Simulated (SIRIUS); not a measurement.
PbSe (Clausthalite) under changes of volume

One of the cells (28.671 Å³/atom); the others are scaled copies at fixed shape and fractional positions:

```
Pb Se
1.0
     0.00000    3.06065    3.06065
     3.06065    0.00000    3.06065
     3.06065    3.06065    0.00000
Pb Se
1 1
Direct
  0.00000 0.00000 0.00000
  0.50000 0.50000 0.50000
```

```yaml
Program: SIRIUS 7.12.0
Functional: BLYP
Potentials_or_basis: all-electron FP-LAPW
Cutoff: 167 eV
Basis: apw+lo standard
k_mesh: 8 × 8 × 8
Occupations: fermi-dirac, width 0.05 eV
Spin: no spin polarisation
```

```csv
volume (Å³/atom),energy over the lowest point (meV/atom),gap on the mesh (eV)
26.951,130.45,0.21
27.524,?,?
28.097,67.56,0.35
28.671,44.14,0.42
29.244,25.25,0.47
29.818,10.78,0.53
30.391,0.00,0.57
```

What does the run at 27.524 Å³/atom give?

Energy over the lowest point 96.19 meV/atom; gap on the mesh 0.29 eV.

Worked out: A Birch-Murnaghan fit of order 3 (a polynomial in V^(-2/3)) to the other rows has no minimum within the range. It gives 96.16 meV/atom at 27.524 Å³/atom, against the run's 96.19. A parabola through the other rows of the gap, of slope 3.46 eV per unit of ln V (its deformation potential) there, gives 0.28 eV, against the run's 0.29.

Energies are extrapolated to zero smearing.

Caveats: spin-orbit coupling is left out, which as a rule narrows the gap of such compounds by several tenths of an eV.

A mesh can miss the band edges.
